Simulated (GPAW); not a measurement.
A run of GPAW 26.7.0 is set up as follows.

Contents of run.py:

```python
from ase.dft.bandgap import bandgap
from ase.io import read, write
from ase.units import GPa
from gpaw import GPAW, PW

atoms = read('CuO.cif')

calc = GPAW(mode=PW(650),
            xc='LDA',
            kpts={'size': (8, 8, 4), 'gamma': True},
            occupations={'name': 'fermi-dirac', 'width': 0.05},
            setups={'Cu': ':d,8.0'},
            nbands=33,
            convergence={'density': 1e-05, 'energy': 1e-05},
            maxiter=80,
            txt='gpaw.txt')
atoms.calc = calc
energy = atoms.get_potential_energy()
forces = atoms.get_forces()
stress = atoms.get_stress()
calc.write('gs.gpw')
write('result.traj', atoms)
print(f'Energy: {energy:.6f} eV')
print('Forces (eV/A):')
print(forces.round(4))
print('Stress (GPa):', (stress / GPa).round(3))
print('Fermi level:', round(calc.get_fermi_level(), 4), 'eV')
print(f'Gap: {bandgap(calc)[0]:.4f} eV, direct: {bandgap(calc, direct=True)[0]:.4f} eV')
```

CuO.cif

```cif
data_CuO
_cell_length_a 2.93865293
_cell_length_b 2.93865293
_cell_length_c 5.19629195
_cell_angle_alpha 97.69011930
_cell_angle_beta 97.69011930
_cell_angle_gamma 72.31471463
_space_group_name_H-M_alt 'P1'
_space_group_name_Hall 'P 1'
_space_group_IT_number 1
loop_
_space_group_symop_operation_xyz
'x,y,z'
loop_
_atom_site_label
_atom_site_type_symbol
_atom_site_symmetry_multiplicity
_atom_site_Wyckoff_symbol
_atom_site_fract_x
_atom_site_fract_y
_atom_site_fract_z
_atom_site_occupancy
Cu1 Cu 1 a 0.5000000000 0.0000000000 0.5000000000 1
Cu2 Cu 1 a 0.0000000000 0.5000000000 0.0000000000 1
O1 O 1 a 0.4184000000 0.5816000000 0.7500000000 1
O2 O 1 a 0.5816000000 0.4184000000 0.2500000000 1
```

Potentials or basis: the program's PAW data sets (release 1.2.1) made for this functional, pw.

The run is started by

```console
$ OMP_NUM_THREADS=1 python run.py
```

Question: Predict the largest force.

Answer: 0.364 eV/Å.

Question: Predict the band gap on the k mesh.

Answer: None (metal or under the smearing width).

Question: Predict the pressure.

Answer: -17.3 GPa.

Forces on the atoms (eV/Å):
```
Cu   0.000  0.000  0.000
Cu   0.000  0.000  0.000
O    0.215 -0.294  0.000
O   -0.215  0.294  0.000
```

Caveat: with this Cu data set, volumes or pressures lay over 1.5 % or 2 GPa off other programs in two to four cells of ten; the cutoff is short for stress and forces, so pressures can be off by a GPa or more; the run has no spin polarisation, though such a crystal can be magnetic; U without spin polarisation on a metal has little footing.
